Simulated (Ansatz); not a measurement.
# How far is this Al₃As from the hull?

All numbers below come from DFT PBE, scalar-relativistic, plane waves, PAW in Ansatz. All cells share a 420 eV cutoff and Γ-centred k meshes spaced at most about 0.3 Å⁻¹ (about 0.25 or finer for metals, 2π included). No spin polarisation.

Formation energies are uncorrected and refer to the elements' standard structures at the same level.

These are static total energies at zero pressure. The reference form of As is held partly by dispersion forces, which this level lacks.

The competitors are the elements and 1 reference phase of this chemical system (from databases or known types: AlAs), relaxed at the same level; other known phases may be missing.

The candidate was reached from: MnCo3 type (Pm-3m).

```cif
data_structure
_symmetry_space_group_name_H-M 'Pm-3m'
_symmetry_Int_Tables_number 221
_cell_length_a 4.1282
_cell_length_b 4.1282
_cell_length_c 4.1282
_cell_angle_alpha 90.000
_cell_angle_beta 90.000
_cell_angle_gamma 90.000
_cell_volume 70.35
loop_
_atom_site_label
_atom_site_type_symbol
_atom_site_symmetry_multiplicity
_atom_site_Wyckoff_symbol
_atom_site_fract_x
_atom_site_fract_y
_atom_site_fract_z
_atom_site_occupancy
Al1 Al 3 c 0.50000 0.50000 0.00000 1
As1 As 1 a 0.00000 0.00000 0.00000 1
```

Question: Where does it stand against these competitors?

Answer: Not stable. Its formation energy is 0.112 eV/atom. The lowest competing mixture at this composition is this:

| phase | space group | source | share of atoms | ΔE_f (eV/atom) |
| --- | --- | --- | --- | --- |
| Al | - | element | 0.5000 | 0.000 |
| AlAs | F-43m (No. 216) | COD | 0.5000 | -0.487 |

The mixture lies at -0.243 eV/atom, and the candidate lies 0.35 eV/atom above it (0.36 eV/atom from unrounded values). The candidate matches no cell in the subsets of the Crystallography Open Database and the Materials Project at hand. The margin is far too high for a likely synthesis. It has the Cu3Au (L1_2) type.
